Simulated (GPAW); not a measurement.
# SiC (Moissanite 6H) (P6_3mc) in GPAW: a series of runs

One crystal, SiC (Moissanite 6H), is run at these levels: PBE; tasks: Wannier functions, eps q, second-harmonic response.

Everything below comes from runs of GPAW 26.7.0. Logs are shortened: lines on timing, memory, paths and dates and some standing lists are left out, and cuts for length are marked. The log counts tension as positive stress, the text compression.

## Step 1: Starting point

It takes space group P6_3mc (No. 186, hexagonal). The conventional cell has a = 3.095 Å, b = 3.095 Å, c = 15.170 Å, α = 90.00°, β = 90.00°, γ = 120.00°. Si (site symmetry 3m) is surrounded by 4 C at 1.90 Å. Si (site symmetry 3m) is surrounded by 4 C at 1.90 Å. Si (site symmetry 3m) is surrounded by 4 C at 1.90 Å. C (site symmetry 3m) has 4 Si at 1.90 Å as nearest neighbours. C (site symmetry 3m) has 4 Si at 1.90 Å as nearest neighbours. Around C (site symmetry 3m) lie 4 Si at 1.90 Å.

## Step 2: Wannier functions, PBE

The input, run.py:

```python
import json
import numpy as np
from ase.dft.bandgap import bandgap
from ase.dft.wannier import Wannier
from ase.io import read, write
from ase.units import GPa
from gpaw import GPAW, PW

atoms = read('POSCAR')

calc = GPAW(mode=PW(800),
            xc='PBE',
            kpts={'size': (10, 10, 2), 'gamma': True},
            occupations={'name': 'fermi-dirac', 'width': 0.05},
            nbands=46,
            convergence={'density': 1e-05, 'energy': 1e-05},
            maxiter=150,
            txt='gpaw.txt')
atoms.calc = calc
energy = atoms.get_potential_energy()
forces = atoms.get_forces()
stress = atoms.get_stress()
calc.write('gs.gpw')
write('result.traj', atoms)
print(f'Energy: {energy:.6f} eV')
print('Forces (eV/A):')
print(forces.round(4))
print('Stress (GPa):', (stress / GPa).round(3))
print('Fermi level:', round(calc.get_fermi_level(), 4), 'eV')
print(f'Gap: {bandgap(calc)[0]:.4f} eV, direct: {bandgap(calc, direct=True)[0]:.4f} eV')

nocc = int(round(calc.get_number_of_electrons() / 2))
full = calc.fixed_density(kpts={'size': (4, 4, 2), 'gamma': True}, symmetry='off', nbands=nocc + 6,
                          convergence={'bands': nocc}, txt='full.txt')
wan, values = None, []
for seed in range(6):  # several starts, since the search can end in a local maximum
    trial = Wannier(nwannier=nocc, calc=full, nbands=nocc, functional='var',
                    initialwannier='orbitals' if seed == 0 else 'random', rng=np.random.RandomState(seed))
    trial.localize(tolerance=1e-6)
    values.append(trial.get_functional_value())
    print(f'start {seed}: functional {values[-1]:.5f}', flush=True)
    if values[-1] == max(values):
        wan = trial
wan.localize(step=0.1, tolerance=1e-8)
wan.translate_all_to_cell((0, 0, 0))
centres, spreads = wan.get_centers(), wan.get_spreads()
for x, s in zip(centres, spreads):
    d = np.linalg.norm(atoms.repeat(3).positions - atoms.cell.sum(0) - x, axis=1)
    print(x.round(4), f'spread {s:.4f} A^2, nearest {atoms[d.argmin() % len(atoms)].symbol} at {d.min():.3f} A')
onsite = wan.get_hopping((0, 0, 0)).diagonal().real
print('On-site energies:', onsite.round(4))
json.dump({'centres': centres.tolist(), 'spreads': spreads.tolist(), 'onsite': onsite.tolist(), 'values': values},
          open('wannier.json', 'w'))
```

The input, POSCAR:

```
SiC
1.0
    3.0950000000      0.0000000000      0.0000000000
   -1.5475000000      2.6803486247      0.0000000000
    0.0000000000      0.0000000000     15.1700000000
Si C
6 6
Direct
    0.6666666667      0.3333333333      0.4583000000
    0.3333333333      0.6666666667      0.9583000000
    0.6666666667      0.3333333333      0.7917000000
    0.3333333333      0.6666666667      0.2917000000
    0.0000000000      0.0000000000      0.6250000000
    0.0000000000      0.0000000000      0.1250000000
    0.6666666667      0.3333333333      0.3333000000
    0.3333333333      0.6666666667      0.8333000000
    0.6666666667      0.3333333333      0.6667000000
    0.3333333333      0.6666666667      0.1667000000
    0.0000000000      0.0000000000      0.5000000000
    0.0000000000      0.0000000000      0.0000000000
```

Potentials or basis: GPAW PAW data sets (gpaw-data 1.2.1), pw.

Run with:

```bash
OMP_NUM_THREADS=1 python run.py
```

gpaw.txt:

```text
__  _  _
 | _ |_)|_||  |
 |__||  | ||/\| - 26.7.0

Input parameters:
  mode=PW(ecut=800.0),
  convergence={'density': 1e-05, 'energy': 1e-05},
  kpts=MonkhorstPack(size=(10, 10, 2), gamma=True),
  maxiter=150,
  nbands=46,
  occupations=Occupations(name='fermi-dirac', width=0.05),
  xc=XC(name='PBE')

Diagonalizing LCAO Hamiltonian
Converting LCAO to pw mode

         Si

         C

            Si

            C
       Si

       C    Si

         Si C

         C

       Si

       C

Atoms  # Å, Bohr magnetons
|    | symbol |         x |        y |         z |    initial magnetic moments |
|----|--------|-----------|----------|-----------|-----------------------------|
|  0 |     Si |  1.547500 | 0.893450 |  6.952411 | ( 0.0000,  0.0000,  0.0000) |
|  1 |     Si | -0.000000 | 1.786899 | 14.537411 | ( 0.0000,  0.0000,  0.0000) |
|  2 |     Si |  1.547500 | 0.893450 | 12.010089 | ( 0.0000,  0.0000,  0.0000) |
|  3 |     Si | -0.000000 | 1.786899 |  4.425089 | ( 0.0000,  0.0000,  0.0000) |
|  4 |     Si |  0.000000 | 0.000000 |  9.481250 | ( 0.0000,  0.0000,  0.0000) |
|  5 |     Si |  0.000000 | 0.000000 |  1.896250 | ( 0.0000,  0.0000,  0.0000) |
|  6 |      C |  1.547500 | 0.893450 |  5.056161 | ( 0.0000,  0.0000,  0.0000) |
|  7 |      C | -0.000000 | 1.786899 | 12.641161 | ( 0.0000,  0.0000,  0.0000) |
|  8 |      C |  1.547500 | 0.893450 | 10.113839 | ( 0.0000,  0.0000,  0.0000) |
|  9 |      C | -0.000000 | 1.786899 |  2.528839 | ( 0.0000,  0.0000,  0.0000) |
| 10 |      C |  0.000000 | 0.000000 |  7.585000 | ( 0.0000,  0.0000,  0.0000) |
| 11 |      C |  0.000000 | 0.000000 |  0.000000 | ( 0.0000,  0.0000,  0.0000) |

Unit cell  # Å
| periodic |         x |        y |         z |   lengths |     angles |
|----------|-----------|----------|-----------|-----------|------------|
|      yes |  3.095000 | 0.000000 |  0.000000 |  3.095000 |  90.000000 |
|      yes | -1.547500 | 2.680349 |  0.000000 |  3.095000 |  90.000000 |
|      yes |  0.000000 | 0.000000 | 15.170000 | 15.170000 | 120.000000 |

Number of symmetries: 6
Symmetry operations  # r_c * U_cc + t_c -> r_c
|   | kind |            matrix            |
|---|------|------------------------------|
| 0 |  σ   |  1, 1, 0,  0,-1, 0,  0, 0, 1 |
| 1 |  E   |  1, 0, 0,  0, 1, 0,  0, 0, 1 |
| 2 |  C3  |  0, 1, 0, -1,-1, 0,  0, 0, 1 |
| 3 |  σ   |  0,-1, 0, -1, 0, 0,  0, 0, 1 |
| 4 |  σ   | -1, 0, 0,  1, 1, 0,  0, 0, 1 |
| 5 |  C3  | -1,-1, 0,  1, 0, 0,  0, 0, 1 |

BZ-sampling:
  Number of BZ points: 200
  Number of IBZ points: 28

  Monkhorst-Pack size: [10, 10, 2]
  Monkhorst-Pack shift: [0.05, 0.05, 0.25]

K-points  # in reciprocal-cell coordinates
|     |                                coordinates |     weight |
|-----|--------------------------------------------|------------|
|   0 | (  0.00000000,   0.00000000,   0.00000000) | 0.00500000 |
|   1 | (  0.00000000,   0.00000000,   0.50000000) | 0.00500000 |
|   2 | (  0.10000000,   0.00000000,   0.00000000) | 0.03000000 |
|   3 | (  0.10000000,   0.00000000,   0.50000000) | 0.03000000 |
|   4 | (  0.20000000,  -0.10000000,   0.00000000) | 0.03000000 |
|   5 | (  0.20000000,  -0.10000000,   0.50000000) | 0.03000000 |
|   6 | (  0.20000000,   0.00000000,   0.00000000) | 0.03000000 |
|   7 | (  0.20000000,   0.00000000,   0.50000000) | 0.03000000 |
|   8 | (  0.30000000,  -0.10000000,   0.00000000) | 0.06000000 |
|   9 | (  0.30000000,  -0.10000000,   0.50000000) | 0.06000000 |
| ... |                                            |            |
|  27 | (  0.50000000,   0.50000000,   0.50000000) | 0.01500000 |

Plane wave coefficients: 6505
Cutoff: 800.0 eV

Spin-components: 1 (collinear spins)
Bands:           46
Projectors:      60
Spin-degeneracy: 2
Datatype:        complex128

Parallelization:
  kpt:    1
  domain: 1
  band:   1

Density:
  Valence electrons: 48.0
  Components: 1
  Grid points: [ 21  21 100]
  Charge: 0.0  # |e|

Potential:
  Grid points: [ 21  21 100]

species:
  Si:
    name:    Silicon
    Z:       14.0
    valence: 4
    core:    10
    charge:  0.0  # [|e|]
    compensation charges:
      type: gauss
      rc: 0.33  # [Å]
      lmax: 2
    cutoffs:
      filter: 1.86  # [Å]
      core: 2.06  # [Å]
    projectors
    | kind |    occ | energy [eV] | rcut [Å] |
    |------|--------|-------------|----------|
    |   3s |  2.000 |     -10.812 |    1.058 |
    |   3p |  2.000 |      -4.081 |    1.058 |
    |    s |        |      16.399 |    1.058 |
    |    p |        |      23.130 |    1.058 |
    |    d |        |       0.000 |    1.058 |

    Using partial waves for Si as LCAO basis

  C:
    name:    Carbon
    Z:       6.0
    valence: 4
    core:    2
    charge:  0.0  # [|e|]
    compensation charges:
      type: gauss
      rc: 0.20  # [Å]
      lmax: 2
    cutoffs:
      filter: 1.14  # [Å]
      core: 1.14  # [Å]
    projectors
    | kind |    occ | energy [eV] | rcut [Å] |
    |------|--------|-------------|----------|
    |   2s |  2.000 |     -13.751 |    0.635 |
    |   2p |  2.000 |      -5.284 |    0.635 |
    |    s |        |      13.461 |    0.635 |
    |    p |        |      21.927 |    0.635 |
    |    d |        |       0.000 |    0.635 |

    Using partial waves for C as LCAO basis

Reference energy: -53483.834194  # eV

eigensolver:
  PPCG
  Converge bands: occupied
  niter=2

density mixing:
  MSR1-Mixer
  Pratt-step length: 0.05
  Maximum mixing coefficient: 0.75
  Old densities: 10
  SVD Regularization: 0.005
  Good broyden scale: 1.0
  Trust region scale: 1.0
  Backstep threshold: 4.0
  History deletion threshold: 6.0
  Fourier metric: weight=20.0, sigma=0.015

occupation numbers:
  Fermi-Dirac:
    width: 0.0500  # eV

poisson solver:
  ecut: 6400.0  # eV

xc functional:
  name: PBE with 2 nearest neighbor stencil

convergence criteria:
- Maximum integral of absolute [dens]ity change: 1e-05 electrons / valence electron
- Maximum [total energy] change in last 3 cyles: 1e-05 eV / valence electron
- Maximum integral of absolute [eigenst]ate change: 4e-08 eV^2 / valence electron
maximum number of iterations: 150

SCF iterations
|iter     | |      energy | eigst |  dens |
|---------|-|-------------|-------|-------|
|iter:   1| |  -99.307372 | -0.11 |       |
|iter:   2| |  -97.310370 | -2.11 | -0.58 |
|iter:   3| |  -90.802489 | -0.29 | -0.61 |
|iter:   4| |  -89.898644 | -1.36 | -1.12 |
|iter:   5| |  -89.936743 | -2.57 | -1.53 |
|iter:   6| |  -89.921632 | -3.36 | -2.13 |
|iter:   7| |  -89.921760 | -4.84 | -2.62 |
|iter:   8| |  -89.921808c| -5.85 | -3.07 |
|iter:   9| |  -89.921811c| -6.87 | -3.75 |
|iter:  10| |  -89.921810c| -7.61c| -4.18 |
|iter:  11| |  -89.921810c| -7.50c| -4.45 |
|iter:  12| |  -89.921810c| -8.79c| -5.42c|

Converged in 12 steps
Energy contributions relative to reference atoms: (reference = -53483.834194)

Energy contributions:
  Kinetic:          88.753517
  Coulomb:         -75.317249
  Zero:             -0.078424
  External:          0.000000
  Xc:             -103.279654
  Entropy:          -0.000000
  Spinorbit:         0.000000
  ----------------------------
  Free energy:     -89.921810
  Extrapolated:    -89.921810

dipole moment: (-12.808080, -22.184245, -18.057732)  # |e|*Ang

Fermi level: 9.143
Eigenvalues  # (at kpt = [0.000, 0.000, 0.000])
| band index |      eig [eV] | occ [0-2] |
|------------|---------------|-----------|
|          0 |        -7.219 |     2.000 |
|        ... |               |           |
|         16 |         7.292 |     2.000 |
|         17 |         7.754 |     2.000 |
|         18 |         7.754 |     2.000 |
|         19 |         7.847 |     2.000 |
|         20 |         7.847 |     2.000 |
|         21 |         8.100 |     2.000 |
[... 8 lines left out ...]
|         30 |        14.965 |     0.000 |
|         31 |        14.965 |     0.000 |
|        ... |               |           |
|         45 |        17.720 |     0.000 |

Gap: 2.017 eV
Transition (v -> c):
  (s=0, k=0, n=23, [0.00, 0.00, 0.00]) -> (s=0, k=26, n=24, [0.50, 0.50, 0.00])
Direct/indirect transitions are different
Direct gap: 3.112 eV
Transition at: (s=0, k=26, n=23, [0.50, 0.50, 0.00])

Forces  # eV/Ang
|        x |        y |        z |
|----------|----------|----------|
|  0.00000 |  0.00000 |  0.05132 |  # Si   0
| -0.00000 | -0.00000 |  0.05132 |  # Si   1
| -0.00000 |  0.00000 |  0.02516 |  # Si   2
|  0.00000 |  0.00000 |  0.02516 |  # Si   3
|  0.00000 |  0.00000 |  0.04311 |  # Si   4
| -0.00000 |  0.00000 |  0.04311 |  # Si   5
|  0.00000 |  0.00000 | -0.01343 |  # C    6
|  0.00000 |  0.00000 | -0.01343 |  # C    7
| -0.00000 |  0.00000 |  0.03512 |  # C    8
|  0.00000 |  0.00000 |  0.03512 |  # C    9
| -0.00000 |  0.00000 | -0.14127 |  # C   10
|  0.00000 | -0.00000 | -0.14127 |  # C   11

Stress tensor  # eV/Ang^3
|         x |         y |         z |
|-----------|-----------|-----------|
| -0.007173 |  0.000000 | -0.000000 |
|  0.000000 | -0.007173 | -0.000000 |
| -0.000000 | -0.000000 | -0.012085 |

# Writing to gs.gpw (mode='')
```

Run time: 6.9 min. Hardware: 1 thread of Intel Xeon Platinum 8375C at 2.90GHz (Ice Lake), shared host; peak memory 0.69 GiB.

What came out:

```yaml
Free_energy: -89.9218 eV
Pressure: 1.4 GPa
Largest_force: 0.141 eV/Å
Band_gap_on_the_k_mesh: 2.02 eV, indirect (least direct gap 3.11 eV)
Total_Wannier_spread: 29.07 Å² over 24 functions
```

Forces in eV/Å, atoms in the order of the input:
```
Si   0.000  0.000  0.051
Si   0.000  0.000  0.051
Si   0.000  0.000  0.025
Si   0.000  0.000  0.025
Si   0.000  0.000  0.043
Si   0.000  0.000  0.043
C    0.000  0.000 -0.013
C    0.000  0.000 -0.013
C    0.000  0.000  0.035
C    0.000  0.000  0.035
C    0.000  0.000 -0.141
C    0.000  0.000 -0.141
```

Stress tensor (GPa, compression positive):
```
1.15 0.00 0.00
0.00 1.15 0.00
0.00 0.00 1.94
```

Wannier centres (Å) and spreads (Å²):
```csv
function,x,y,z,spread
1,1.548,1.520,9.896,1.201
2,-1.030,2.384,14.957,1.177
3,-1.533,2.672,0.650,1.274
4,0.520,1.487,12.426,1.171
5,-0.521,2.088,2.320,1.172
6,2.091,1.206,4.840,1.199
7,3.080,0.008,8.236,1.273
8,1.011,2.367,14.951,1.201
9,1.538,0.898,5.701,1.264
10,2.068,0.593,9.900,1.173
11,0.538,0.312,7.367,1.201
12,-0.004,1.788,3.168,1.274
13,1.546,2.059,7.366,1.201
14,1.027,1.195,4.844,1.171
15,1.005,0.580,9.896,1.201
16,-0.543,1.474,12.426,1.199
17,0.011,1.780,13.286,1.265
18,-0.002,1.161,2.308,1.202
19,1.546,0.267,4.839,1.199
20,1.555,0.889,10.754,1.273
21,2.579,0.298,7.371,1.177
22,0.001,0.622,14.952,1.201
23,0.541,2.101,2.309,1.201
24,-0.001,2.415,12.427,1.198
```

A k mesh can miss the band edges. PBE gaps usually lie below the measured ones, often by a third to a half.

[end of part 1 of 2]
